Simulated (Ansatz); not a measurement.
# Zr (P6_3/mmc) in Ansatz: notebook

One crystal, Zr, is run at these levels: PBEsol, LDA; tasks: elastic constants, single point, equation of state.

Everything below comes from runs of Ansatz 0.2.0. Logs are shortened: lines on timing, memory, paths and dates and some standing lists are left out, and cuts for length are marked.

## (1) Starting point

The structure is hexagonal, space group P6_3/mmc (No. 194). The conventional cell has a = 3.232 Å, b = 3.232 Å, c = 5.147 Å, α = 90.00°, β = 90.00°, γ = 120.00°. Around Zr (site symmetry -6m2) lie 12 Zr at 3.18 to 3.23 Å.

## (2) Elastic constants, PBEsol

input.yaml reads:

```yaml
crystal:
  lattice:
    - [3.232, 0.0, 0.0]
    - [-1.616, 2.798994105, 0.0]
    - [0.0, 0.0, 5.147]
  atoms:
    - { symbol: Zr, position: [0.6666666667, 0.3333333333, 0.75] }
    - { symbol: Zr, position: [0.3333333333, 0.6666666667, 0.25] }
hamiltonian:
  xc: pbesol
  pseudopotentials: { kind: paw }
kpoints:
  mp_grid: { grid: [8, 8, 6] }
scf:
  occupations: { method: fermi_dirac, width: 0.05 }
output:
  forces: true
  stress: true
elastic:
  mode: relaxed_ion
  stencil: two_point
```

Potentials or basis: Ansatz PAW.

On the command line:

```sh
ansatz run input.yaml --threads 2 --pin off --max-ram 5632MiB --backend cpu --events-out ev --progress --plain --runs-dir out
```

Output:

```text
Warning: RAYON_NUM_THREADS=2 ignored (pool sized by the plan → 2); use --threads N
Engine: ansatz 0.2.0, x86_64-unknown-linux-gnu
Pseudopotentials: kind: paw
Pseudopotential: Zr, paw, valence charge 12, recommended cutoff 420 eV (normal), Zr.paw.azcp
Functional definition: PBEsol
  exchange = pbesol_x
  correlation = pbesol_c
Crystal: 2 atoms, lattice volume = 46.562 Å³
Basis set: ecut = 420 eV, 929 PW (Γ), exchange–correlation on 48×48×72 points (8 copies of the dense FFT grid, shifted against one another)
Bands: 16, of which v1, the nominal top of the filled ones, is band 12 counted from 1 (11 counted from 0)
Symmetry: 24 space group operations
Space group: P63/mmc (ITA 194), of the structure as read, at distance tolerance 3.6e-5 Å
k-points: 40 of 384
Non-local potential: Zr, projectors of the file, l = 0: 3, l = 1: 2, l = 2: 2, l = 3: 2
PAW form: soft (Blöchl's): semilocal exchange-correlation on the pseudo side does not see the compensation charge
PAW frozen core: Zr, regenerated for the run's functional, and the local potential with it (the file was generated under x = pbe(κ = 0.804, μ = 0.2195149727645171), c = pbe(β = 0.06672455060314922))
PAW one-centre angular grid: Zr, 590 points (default); XC on 64 Gauss nodes
Initial density: superposition of atomic densities (neutral atoms: chi_scale 0, normalization atom), corrected by the library's trained network
Initial wavefunctions: pseudopotential atomic-orbital guess
Functional: x = pbesol(κ = 0.804, μ = 0.12345679012345678), c = pbesol(β = 0.046)
SCF iter   1: F=—  HF=-8257.260336 eV  |F-HF|=—  |Δ(HF+E_count)|=         —  Δρ=3.60e-3  dr2=3.04e-3  ethr=1.77e-3  ⟨swp⟩=4.8  Hψ=2734  notcnv=0
preconditioner: auto → Kerker (q_TF=auto, 2.443 Å⁻¹)  [metal: Δε(μ)=0.077 eV  Ē_g=3.150 eV  σ=0.050 eV  W_gap=0.36  n_scr=10 (ndim 8)  ℏωp=15.4 eV  f_vac=0.000  D(μ)=1.93/eV (n_scr^D=22)]
SCF iter   2: F=—  HF=-8257.258728 eV  |F-HF|=—  |Δ(HF+E_count)|=   1.61e-3  Δρ=2.12e-3  dr2=1.05e-3  ethr=1.27e-5  ⟨swp⟩=2.6  Hψ=1358  notcnv=0
SCF iter   3: F=—  HF=-8257.258681 eV  |F-HF|=—  |Δ(HF+E_count)|=   4.75e-5  Δρ=2.14e-4  dr2=1.77e-5  ethr=4.39e-6  ⟨swp⟩=2.4  Hψ=817  notcnv=0
SCF iter   4: F=—  HF=-8257.258673 eV  |F-HF|=—  |Δ(HF+E_count)|=   7.82e-6  Δρ=7.82e-5  dr2=2.02e-6  ethr=7.39e-8  ⟨swp⟩=2.8  Hψ=1107  notcnv=0
SCF iter   5: F=—  HF=-8257.258673 eV  |F-HF|=—  |Δ(HF+E_count)|=   4.74e-7  Δρ=1.11e-5  dr2=5.66e-8  ethr=8.42e-9  ⟨swp⟩=3.0  Hψ=1132  notcnv=0
SCF iter   6: F=—  HF=-8257.258673 eV  |F-HF|=—  |Δ(HF+E_count)|=   1.23e-8  Δρ=2.38e-6  dr2=2.13e-9  ethr=2.36e-10  ⟨swp⟩=2.7  Hψ=1007  notcnv=0
SCF iter   7: F=—  HF=-8257.258673 eV  |F-HF|=—  |Δ(HF+E_count)|=  5.84e-10  Δρ=2.15e-7  dr2=1.32e-11  ethr=8.86e-12  ⟨swp⟩=2.0  Hψ=1109  notcnv=0
SCF iter   8: F=—  HF=-8257.258673 eV  |F-HF|=—  |Δ(HF+E_count)|=    0.00e0  Δρ=4.20e-8  dr2=5.80e-13  ethr=5.51e-14 (applied; sched 1.00e-12)  ⟨swp⟩=2.7  Hψ=1156  notcnv=0
SCF iter   9: F=-8257.258673 eV  HF=-8257.258673 eV  |F-HF|=1.82e-12  |Δ(HF+E_count)|=  1.82e-12  Δρ=5.99e-9  dr2=1.53e-14  ethr=1.00e-12  ⟨swp⟩=3.5  Hψ=1810  notcnv=0
SCF 1 converged in 9 iterations: F = -8257.258673 eV  dr2 = 1.53e-14
Crystal: 2 atoms, lattice volume = 46.468 Å³
Symmetry: 8 space group operations
k-points: 84 of 384
Initial density: handed on by an earlier stage of this run
Initial wavefunctions: pseudopotential atomic-orbital guess (no wavefunctions were taken with the density)
iter 1 solved again at ethr=1.36e-5 eV; its pass at ethr=3.10e-3 eV (dr2=3.27e-3 eV) is discarded
SCF iter   1: F=—  HF=-8257.261776 eV  |F-HF|=—  |Δ(HF+E_count)|=         —  Δρ=2.80e-3  dr2=2.98e-3  ethr=1.36e-5  ⟨swp⟩=2.0  Hψ=8250  notcnv=0
preconditioner: auto → Kerker (q_TF=auto, 2.444 Å⁻¹)  [metal: Δε(μ)=0.074 eV  Ē_g=3.155 eV  σ=0.050 eV  W_gap=0.35  n_scr=10 (ndim 8)  ℏωp=15.4 eV  f_vac=0.000  D(μ)=1.98/eV (n_scr^D=22)]
SCF iter   2: F=—  HF=-8257.260774 eV  |F-HF|=—  |Δ(HF+E_count)|=   1.00e-3  Δρ=1.36e-3  dr2=7.61e-4  ethr=1.24e-5  ⟨swp⟩=2.0  Hψ=2269  notcnv=0
SCF iter   3: F=—  HF=-8257.260451 eV  |F-HF|=—  |Δ(HF+E_count)|=   3.23e-4  Δρ=1.12e-4  dr2=5.54e-6  ethr=3.17e-6  ⟨swp⟩=2.1  Hψ=2313  notcnv=0
SCF iter   4: F=—  HF=-8257.260446 eV  |F-HF|=—  |Δ(HF+E_count)|=   5.52e-6  Δρ=1.83e-5  dr2=1.71e-7  ethr=2.31e-8  ⟨swp⟩=2.5  Hψ=2266  notcnv=0
SCF iter   5: F=—  HF=-8257.260447 eV  |F-HF|=—  |Δ(HF+E_count)|=   1.06e-6  Δρ=3.45e-6  dr2=4.70e-9  ethr=7.11e-10  ⟨swp⟩=2.1  Hψ=1771  notcnv=0
SCF iter   6: F=—  HF=-8257.260447 eV  |F-HF|=—  |Δ(HF+E_count)|=  3.02e-10  Δρ=5.09e-7  dr2=7.36e-11  ethr=1.96e-11  ⟨swp⟩=2.0  Hψ=2019  notcnv=0
SCF iter   7: F=—  HF=-8257.260447 eV  |F-HF|=—  |Δ(HF+E_count)|=  7.28e-12  Δρ=7.01e-8  dr2=1.74e-12  ethr=3.07e-13 (applied; sched 1.00e-12)  ⟨swp⟩=2.4  Hψ=2033  notcnv=0
SCF iter   8: F=-8257.260447 eV  HF=-8257.260447 eV  |F-HF|=1.82e-12  |Δ(HF+E_count)|=    0.00e0  Δρ=1.16e-8  dr2=5.77e-14  ethr=1.00e-12  ⟨swp⟩=4.0  Hψ=4760  notcnv=0
[... 113 lines left out ...]
SCF iter   6: F=—  HF=-8257.258660 eV  |F-HF|=—  |Δ(HF+E_count)|=  2.02e-10  Δρ=1.83e-7  dr2=6.53e-12  ethr=2.42e-12  ⟨swp⟩=2.3  Hψ=3075  notcnv=0
SCF iter   7: F=—  HF=-8257.258660 eV  |F-HF|=—  |Δ(HF+E_count)|=  7.28e-12  Δρ=3.39e-8  dr2=2.81e-13  ethr=2.72e-14 (applied; sched 1.00e-12)  ⟨swp⟩=2.1  Hψ=3115  notcnv=0
SCF iter   8: F=-8257.258660 eV  HF=-8257.258660 eV  |F-HF|=1.82e-12  |Δ(HF+E_count)|=    0.00e0  Δρ=5.96e-9  dr2=1.19e-14  ethr=1.00e-12  ⟨swp⟩=4.0  Hψ=5326  notcnv=0
SCF 14 converged in 8 iterations: F = -8257.258660 eV  dr2 = 1.19e-14
relax step   1: F+E_penalty+E_count = -8257.25866009 eV  Δ(F+E_penalty+E_count) = +0.000e0 eV  max|allowed force component| = 8.839e-6 eV/Å  Δτ_max = 0.0000 Å  (8 SCF iters, accepted)
iter 1 solved again at ethr=1.00e-12 eV; its pass at ethr=3.10e-3 eV (dr2=4.72e-12 eV) is discarded
SCF iter   1: F=—  HF=-8257.258664 eV  |F-HF|=—  |Δ(HF+E_count)|=         —  Δρ=1.95e-7  dr2=4.85e-12  ethr=1.00e-12  ⟨swp⟩=1.1  Hψ=9978  notcnv=0
SCF iter   2: F=—  HF=-8257.258660 eV  |F-HF|=—  |Δ(HF+E_count)|=   3.71e-6  Δρ=8.60e-8  dr2=7.48e-13  ethr=2.02e-14 (applied; sched 1.00e-12)  ⟨swp⟩=3.1  Hψ=4570  notcnv=0
SCF iter   3: F=—  HF=-8257.258660 eV  |F-HF|=—  |Δ(HF+E_count)|=    0.00e0  Δρ=5.91e-8  dr2=3.80e-13  ethr=3.12e-15 (applied; sched 1.00e-12)  ⟨swp⟩=1.0  Hψ=1824  notcnv=0
SCF iter   4: F=—  HF=-8257.258660 eV  |F-HF|=—  |Δ(HF+E_count)|=  3.64e-12  Δρ=2.92e-8  dr2=1.09e-13  ethr=1.58e-15 (applied; sched 1.00e-12)  ⟨swp⟩=1.0  Hψ=1824  notcnv=0
SCF iter   5: F=-8257.258660 eV  HF=-8257.258660 eV  |F-HF|=1.82e-12  |Δ(HF+E_count)|=    0.00e0  Δρ=1.76e-8  dr2=4.01e-14  ethr=1.00e-12  ⟨swp⟩=3.0  Hψ=5025  notcnv=0
SCF 15 converged in 5 iterations: F = -8257.258660 eV  dr2 = 4.01e-14
SCF converged after 9 iterations
Free energy (F): -8257.258673 eV
Harris-Foulkes:  -8257.258673 eV  (|F-HF|=1.82e-12)
Internal energy: -8257.240752 eV  (E = F + TS)
E sigma→0 (E₀):  -8257.249713 eV
Entropy (-TS):   -0.017922 eV (-8.961 meV/atom)
Fermi energy:    13.898397 eV
--- Per-component energies (eV) ---
  E_band       = -195.700523
  E_kinetic    = 664.734677
  E_local      = -1256.340798  (includes V_loc(G=0)·N_el)
  E_nonlocal   = 164.376652
  E_hartree    = 387.403040
  E_xc         = -320.164641
  E_vxc        = -379.681377  (∫ρ·V_xc dr)
  E_paw        = -5800.435271  (= ΣΔE_a)
  E_vpaw       = -163.595803  (= ΣTr[D̂ρ^β])
  E_aug_tail   = 0.000047  (compensation charges beyond the density's cutoff)
  E_ewald      = -2097.145899
  E_core_change = 0.331441  (= ΣΔE_core)
  E_smearing   = -0.017922  (= −TS)
  E_closure    = 0.000000  (closes the sum)
  Σ components = -8257.258673   (vs F -8257.258673, Δ=0.00e0)
--- Forces (eV/Å), atoms counted from 1 ---
  atom   1  Zr    -0.00000000    -0.00000000     0.00000000
  atom   2  Zr     0.00000000     0.00000000     0.00000000
  max |Σ_I F_I| component: 3.70e-17 eV/Å
--- Stress (GPa, compression-positive) ---
       -3.200328       0.000000       0.000000
       -0.000000      -3.200328       0.000000
        0.000000       0.000000      -2.607158
  P = ⅓ Tr σ = -3.0026 GPa (-30.026 kbar)
--- Band table (eV; the first three rows and the last of 40) ---
  k-point 0: bands = ["-34.8589", "-34.7025", "-13.4167", "-12.5386", "-12.5386", "-12.3985", "-12.3953", "-12.3953", "8.2063", "10.8337", "14.7278", "14.7278", "14.8822", "15.0593", "15.4224", "15.4224"]
  k-point 1: bands = ["-34.8486", "-34.7131", "-13.3527", "-12.5291", "-12.5291", "-12.4715", "-12.4050", "-12.4050", "8.4378", "10.8113", "14.6184", "14.6184", "14.6524", "14.7050", "15.2532", "15.2532"]
  k-point 2: bands = ["-34.8203", "-34.7421", "-13.1752", "-12.6671", "-12.5031", "-12.5031", "-12.4315", "-12.4315", "9.0744", "10.5825", "14.0199", "14.2841", "14.5297", "14.5297", "14.9111", "14.9111"]
  k-point 39: bands = ["-34.6869", "-34.6869", "-13.2091", "-13.2091", "-12.8996", "-12.8996", "-12.5623", "-12.5623", "11.9757", "11.9757", "13.0161", "13.0161", "13.8270", "13.8270", "15.9565", "15.9565"]
--- Elastic constants: 3 strain directions × 2 members + reference (group order 24) ---
  dense FFT box of the reference and of every strained cell: 24×24×36
  strains applied: 11, 33, 23; error gains: componentwise 1.00 (the most a stress slope's error grows in a printed constant), spectral 1.41 (1 for all six strains in a standard setting)
  C = ∂σ_k/∂η_j (tension-positive GPa; Voigt order 11 22 33 23 13 12):
       127.786     73.605     61.527     -0.000     -0.000      0.000
        73.605    127.786     61.527     -0.000     -0.000      0.000
        62.079     62.079    164.513      0.000      0.000      0.000
         0.000     -0.000      0.000     27.277      0.000      0.000
         0.000     -0.000      0.000      0.000     27.277      0.000
         0.000     -0.000      0.000      0.000      0.000     27.091
  reference stress σ⁰ (GPa):      3.200      3.200      2.607     -0.000     -0.000     -0.000
  C* (energy form; C + prestress term) asymmetry max|C*_kj − C*_jk| = 4.152e-2 GPa — a small one proves nothing (zero by symmetry where the batch's group is 432, −43m or m−3m); a large one is finite-difference/SCF noise where every solve meets its electron count
  moduli (Voigt/Reuss/Hill, GPa): K = 90.50/90.01/90.26   G = 31.19/29.68/30.44   E = 82.08   ν = 0.348
  mechanically stable: yes (min eigenvalue of sym C = 27.09 GPa)
  strain η (Voigt 11):  stress-route row diagonal C_11 = 127.79 GPa, energy-path curvature d²(F+E_count+ΔE)/dδ²/Ω₀ = 127.87 GPa
         δ    σ_11 (GPa)             F (eV)   n_scf  n_hpsi   n_pw
    -2.000e-3       2.9465       -8257.2604607       4   17229    931   relax 3 steps, max|allowed force component| 1.98e-5 eV/Å
     2.000e-3       3.4576       -8257.2567395       5   18201    935   relax 3 steps, max|allowed force component| 2.62e-6 eV/Å
  strain η (Voigt 33):  stress-route row diagonal C_33 = 164.51 GPa, energy-path curvature d²(F+E_count+ΔE)/dδ²/Ω₀ = 164.53 GPa
         δ    σ_33 (GPa)             F (eV)   n_scf  n_hpsi   n_pw
    -2.000e-3       2.2774       -8257.2600949       6   10506    935   relax 0 steps, max|allowed force component| 7.40e-17 eV/Å
     2.000e-3       2.9354       -8257.2570622       5    9741    941   relax 0 steps, max|allowed force component| 1.12e-16 eV/Å
  strain η (Voigt 23):  stress-route row diagonal C_44 = 27.28 GPa, energy-path curvature d²(F+E_count+ΔE)/dδ²/Ω₀ = 25.82 GPa
         δ    σ_23 (GPa)             F (eV)   n_scf  n_hpsi   n_pw
    -2.000e-3      -0.0546       -8257.2586601       5   24811    935   relax 1 steps, max|allowed force component| 8.84e-6 eV/Å
     2.000e-3       0.0546       -8257.2586601       5   24849    935   relax 1 steps, max|allowed force component| 8.84e-6 eV/Å
```

Wall time 47 s (2 threads of AMD EPYC, shared host); peak memory 0.43 GiB.

Results:

- Free energy: -8257.2587 eV
- Pressure: -3.0 GPa
- Band gap on the k mesh: none (metal or under the smearing width)
- Voigt bulk modulus: 91 GPa

Elastic tensor in Voigt notation (GPa, in the Cartesian axes of the cell as first typed):
```
128  74  62   0   0   0
 74 128  62   0   0   0
 62  62 165   0   0   0
  0   0   0  27   0   0
  0   0   0   0  27   0
  0   0   0   0   0  27
```

Caveat: the cell is more than 3 GPa from zero pressure, which shifts response properties; elastic constants of metals need much finer meshes, so these are rough; the PAW data sets come from PBE, with cores solved anew for the run's functional, which leaves a small shift of forces and pressure.

[end of part 1 of 2]
